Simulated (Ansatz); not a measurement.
# Energy landscape near a AlN structure

Method: DFT PBEsol, scalar-relativistic, plane waves, PAW (Ansatz).

Plane waves to 420 eV, a k mesh through Γ of 10×10×10 on the computed 2-atom cell and Gaussian smearing (0.02 eV); no spin polarisation.

Reference cell:

```
Al N
1.0
     0.00000    2.18399    2.18399
     2.18399    0.00000    2.18399
     2.18399    2.18399    0.00000
Al N
1 1
Direct
  0.00000 0.00000 0.00000
  0.75000 0.75000 0.75000
```

Each variant moves atoms of this cell by the vectors given, if any (Å), and then applies a symmetric strain (tensor components, Cartesian axes). The reference cell isn't relaxed at this level. Energies are per atom at zero smearing, counted from the lowest variant. Pressure is positive in compression.

1. strain (xx yy zz yz xz xy, %) 3.45 3.45 3.45 4.00 -4.00 4.00; moves: Al1 (0.035, -0.035, 0.035); N2 (-0.035, 0.035, -0.035)
2. strain (xx yy zz yz xz xy, %) -0.38 -0.38 -0.38 0.00 0.00 0.00
3. strain (xx yy zz yz xz xy, %) -3.38 -3.38 -3.38 4.00 -4.00 -4.00; moves: Al1 (0.058, -0.058, -0.058); N2 (-0.058, 0.058, 0.058)
4. no strain; moves: N2 (0.225, 0.000, 0.000)
5. strain (xx yy zz yz xz xy, %) 1.12 1.12 1.12 0.00 0.00 0.00
6. strain (xx yy zz yz xz xy, %) 3.01 3.01 3.01 0.00 0.00 0.00
7. strain (xx yy zz yz xz xy, %) -3.05 -3.05 -3.05 0.00 0.00 0.00
8. strain (xx yy zz yz xz xy, %) -2.54 -2.54 -2.54 0.00 0.00 0.00
9. strain (xx yy zz yz xz xy, %) -1.14 -1.13 -0.53 -0.22 0.10 0.50; moves: Al1 (0.065, 0.094, 0.097); N2 (-0.065, -0.094, -0.097)
10. strain (xx yy zz yz xz xy, %) 0.35 0.35 0.35 -4.00 4.00 -4.00; moves: Al1 (0.035, -0.035, 0.035); N2 (-0.035, 0.035, -0.035)

| variant | ΔE (meV/atom) | P (GPa) | largest force (eV/Å) | gap on mesh (eV) | space group |
| --- | --- | --- | --- | --- | --- |
| 1 | 322.9 | -4.18 | 4.35 | 3.14 | R3m |
| 2 | 0.0 | 3.74 | 0.00 | 3.20 | F-43m |
| 3 | 504.5 | 50.14 | 2.93 | 3.35 | R3m |
| 4 | 177.4 | 7.44 | 3.10 | 2.64 | Imm2 |
| 5 | 2.5 | -5.10 | 0.00 | 3.18 | F-43m |
| 6 | ? | ? | ? | ? | ? |
| 7 | ? | ? | ? | ? | ? |
| 8 | ? | ? | ? | ? | ? |
| 9 | 240.9 | 15.74 | 2.72 | 2.38 | P1 |
| 10 | 125.7 | -0.72 | 0.84 | 2.38 | R3m |

Task: Give the withheld rows.

Result:
| variant | ΔE (meV/atom) | P (GPa) | largest force (eV/Å) | gap on mesh (eV) | space group |
| --- | --- | --- | --- | --- | --- |
| 6 | 39.9 | -14.04 | 0.00 | 3.15 | F-43m |
| 7 | 66.8 | 24.13 | 0.00 | 3.23 | F-43m |
| 8 | 46.5 | 19.77 | 0.00 | 3.23 | F-43m |

This zinc-blende form isn't the usual stable structure of the compound.